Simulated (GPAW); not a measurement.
I:

```
I
1.0
     4.38449    0.00000    0.00000
     0.00000    4.73120    0.00000
     0.00000    0.00000    7.81968
I
4
Direct
  0.00000 0.00000 0.00000
  0.00000 0.50000 0.50000
  0.50000 0.00000 0.50000
  0.50000 0.50000 0.00000
```

| Property | Result |
| --- | --- |
| Program | GPAW 26.7.0 |
| Task | relaxation of cell and atoms |
| Functional | PBE |
| Dispersion | D4 |
| Potentials or basis | GPAW PAW data sets (gpaw-data 1.2.1) |
| Cutoff | 600 eV |
| Basis | pw |
| k mesh | 5 × 5 × 3 |
| Occupations | fermi-dirac, width 0.05 eV |
| Spin | no spin polarisation |

At the start: pressure -0.9 GPa; volume 40.55 Å³/atom.

Problem. Where does the relaxation end?

Solution. Over 34 steps the energy falls by 12.8 meV/atom and the volume is 37.01 Å³/atom (-8.7 %); space group I4/mmm (No. 139, to 0.05 Å).

Step by step:
| step | energy change (eV) | largest force (eV/Å) | pressure (GPa) | volume (Å³) |
| --- | --- | --- | --- | --- |
| 1 | 0.0000 | 0.0000 | -0.88 | 162.21 |
| 2 | -0.0015 | 0.0000 | -0.84 | 161.94 |
| 3 | -0.0043 | 0.0000 | -0.77 | 161.41 |
| 4 | -0.0078 | 0.0000 | -0.65 | 160.65 |
| 5 | -0.0117 | 0.0000 | -0.52 | 159.70 |
| 6 | -0.0154 | 0.0000 | -0.36 | 158.62 |
| 7 | -0.0187 | 0.0000 | -0.21 | 157.47 |
| 8 | -0.0219 | 0.0000 | -0.07 | 156.33 |
| 9 | -0.0255 | 0.0000 | 0.03 | 155.17 |
| 10 | -0.0298 | 0.0000 | 0.09 | 154.05 |
| 11 | -0.0350 | 0.0000 | 0.08 | 153.02 |
| 12 | -0.0402 | 0.0000 | 0.00 | 152.08 |
| 13 | -0.0438 | 0.0000 | -0.12 | 151.17 |
| 14 | -0.0449 | 0.0000 | -0.20 | 149.95 |
| 15 | -0.0450 | 0.0000 | -0.19 | 149.91 |
| 16 | -0.0452 | 0.0000 | -0.16 | 149.83 |
| 17 | -0.0454 | 0.0000 | -0.13 | 149.72 |
| 18 | -0.0456 | 0.0000 | -0.09 | 149.58 |
| 19 | -0.0458 | 0.0000 | -0.05 | 149.42 |
| 20 | -0.0459 | 0.0000 | 0.00 | 149.27 |
| 21 | -0.0460 | 0.0000 | 0.04 | 149.12 |
| 22 | -0.0460 | 0.0000 | 0.07 | 149.00 |
| 23 | -0.0461 | 0.0000 | 0.09 | 148.91 |
| 24 | -0.0462 | 0.0000 | 0.10 | 148.88 |
| 25 | -0.0465 | 0.0000 | 0.08 | 148.92 |
| 26 | -0.0468 | 0.0000 | 0.04 | 149.02 |
| 27 | -0.0471 | 0.0000 | -0.01 | 149.18 |
| 28 | -0.0474 | 0.0000 | -0.07 | 149.31 |
| 29 | -0.0478 | 0.0000 | -0.10 | 149.32 |
| 30 | -0.0484 | 0.0000 | -0.09 | 149.15 |
| 31 | -0.0492 | 0.0000 | -0.03 | 148.78 |
| 32 | -0.0500 | 0.0000 | 0.05 | 148.33 |
| 33 | -0.0508 | 0.0000 | 0.06 | 148.05 |
| 34 | -0.0513 | 0.0000 | -0.01 | 148.04 |

Final structure:
```xyz
4
Lattice="4.5228 0.0000 0.0000 0.0000 4.5334 0.0000 0.0000 0.0000 7.2202" Properties=species:S:1:pos:R:3 pbc="T T T"
I     0.0000    0.0000    0.0000
I     0.0000    2.2667    3.6101
I     2.2614    0.0000    3.6101
I     2.2614    2.2667    0.0000
```

Caveat: later steps reuse the first step's grids.
